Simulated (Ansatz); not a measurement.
Ag: electron localisation function with PBE+D4

The system is Ag.

```
Ag
1.0
     2.88888    0.00000    0.00000
     1.44444    2.50185    0.00000
     1.44444    0.83395    2.35876
Ag
1
Cartesian
  0.0000 0.0000 0.0000
```

```
Program             : Ansatz 0.2.0
Task                : electron localisation function
Functional          : PBE
Dispersion          : D4
Potentials or basis : all-electron PAW datasets made for the crystal
Cutoff              : 260 eV (chosen from the basis error)
k mesh              : 11 × 11 × 11
Occupations         : fermi-dirac, width 0.01 eV
Spin                : collinear spin, random start
Starting moments    : [-0.07] μB
```

```yaml
Pressure: -0.7 GPa
Band_gap_on_the_k_mesh: none (metal or under the smearing width)
Net_moment: 0.00 μB per cell
Absolute_moment: 0.00 μB per cell
```

Levels at points of the mesh, in eV from the Fermi level:
Spin up:
| k point | band 8 | band 9 | band 10 | band 11 | band 12 |
| --- | --- | --- | --- | --- | --- |
| (0.00, 0.00, 0.00) | -5.06 | -4.02 | -4.02 | 15.62 | 19.20 |
Spin down:
```csv
k point,band 6,band 7,band 8,band 9,band 10,band 11,band 12
"(0.00, 0.00, 0.00)",-5.06,-5.06,-5.06,-4.02,-4.02,15.62,19.20
```

Wall time 16 s on 1 thread of Arm Neoverse V1, with other jobs on the host, peak memory 0.43 GiB.

Caveat: pairwise dispersion overbinds metals, which lowers pressure and volume; the starting moments weren't kept.
